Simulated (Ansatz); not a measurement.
Crystal: BaTiO3.

```
Ba Ti O
1.0
     4.00600    0.00000    0.00000
     0.00000    4.00600    0.00000
     0.00000    0.00000    4.00600
Ba Ti O
1 1 3
Direct
  0.50000 0.50000 0.50000
  0.00000 0.00000 0.00000
  0.00000 0.00000 0.50000
  0.00000 0.50000 0.00000
  0.50000 0.00000 0.00000
```

Base run:

- Program: Ansatz 0.2.0
- Functional: HSE06
- Potentials or basis: Ansatz PAW
- Cutoff: 420 eV (not typed: the program's choice for these potentials)
- k mesh: 6 × 6 × 6
- Occupations: fermi-dirac, width 0.05 eV
- Spin: no spin polarisation

Its results: band gap on the k mesh 3.20 eV, indirect (least direct gap 3.29 eV); pressure -3.9 GPa.

The run is repeated on the same cell with these changes: functional from HSE06 to PBE0. What comes out?

Band gap on the k mesh 3.94 eV, indirect (least direct gap 4.01 eV); pressure -3.9 GPa.

Caveats: spin-orbit coupling is left out, which moves the levels of the heavy elements; the PAW data sets come from PBE, with cores solved anew for the run's functional, which leaves a small shift of forces and pressure; the thresholds are loose for stress.
